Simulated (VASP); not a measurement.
Set up this calculation in VASP 6.6.1, as the native input.

- Task: single point
- Functional: PBEsol
- Potentials or basis: VASP PAW PBE potentials, release 64 (Os)
- Cutoff: 520 eV
- k mesh: 18 × 18 × 18
- Occupations: gaussian, width 0.1 eV
- Spin: no spin polarisation
- Dipole correction: no
- Further INCAR settings: ALGO = Normal; EDIFF = 1e-06; NBANDS = 10

The structure of Os lies in POSCAR:

```
Os
1.0
    0.0000000000      2.0181709000      2.0181709000
    2.0181709000      0.0000000000      2.0181709000
    2.0181709000      2.0181709000      0.0000000000
Os
1
Direct
    0.0000000000      0.0000000000      0.0000000000
```

This isn't the form of Os at room conditions, which is hcp.

The cell isn't the ideal one: strained and moved within the space group.

These files were run (other wordings do the same):

INCAR

```
SYSTEM = Os
ALGO = Normal ; EDIFF = 1E-6
ENCUT = 520 ; GGA = PS
ISIF = 2 ; ISMEAR = 0
LASPH = .True. ; LCHARG = .True.
LELF = .True. ; LREAL = .False.
LVHAR = .True. ; LWAVE = .False.
NBANDS = 10 ; NELM = 100
PREC = Accurate ; SIGMA = 0.1
```

KPOINTS

```
k-points
0
Gamma
  18 18 18
  0 0 0
```

Potentials or basis: VASP PAW PBE potentials, release 64 (Os).

Command:

```sh
$ cat potpaw_PBE.64/Os/POTCAR > POTCAR
$ mpirun -np 1 vasp_std > vasp.out
```

Results of the run:

* Pressure: -47.5 GPa
* Band gap on the k mesh: none (metal or under the smearing width)

Caveat: the cell as given lies far from equilibrium; so large a pressure means that the cell lies far from this level's equilibrium, or that cutoff or potentials fall short; the potentials were made for another functional, which shifts forces and pressure.

Wall time 9.4 s on 1 thread of Intel(R) Xeon(R) 6975P-C (Granite Rapids), on a shared host, peak memory 0.16 GiB.
